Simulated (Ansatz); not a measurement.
A 2-atom cell of GaP started from a crystallographic database (r2SCAN geometry), in Ansatz:

```yaml
crystal:
  lattice:
    - [0.00000, 2.72541, 2.72541]
    - [2.72541, 0.00000, 2.72541]
    - [2.72541, 2.72541, 0.00000]
  atoms:
    - { symbol: Ga, position: [0.00000, 0.00000, 0.00000] }
    - { symbol: P, position: [0.25000, 0.25000, 0.25000] }
```

G0W0@PBE with 222 empty bands, a screening cutoff of 180 eV and a 6×6×6 mesh (PAW, contour deformation) gives 2.178 eV over the mesh points, from a PBE gap of 1.651 eV; it sums over 231 bands with 229 plane waves in the screening and a wave cutoff of 420 eV. G0W0 values are finite-basis, finite-mesh values. No spin polarisation and no zero-point or thermal motion.

(1) Estimate the gap with empty bands 91, screening cutoff 100 eV.

(2) Estimate the gap with frequency model Godby-Needs pole.

## Answers

(1) 2.083 eV (-0.095 eV), from a Kohn-Sham gap of 1.651 eV.

(2) 2.134 eV (-0.044 eV), from a Kohn-Sham gap of 1.651 eV.

With a shallow d shell on the cation, G0W0 converges slowly in bands and cutoff, so these values are in doubt.
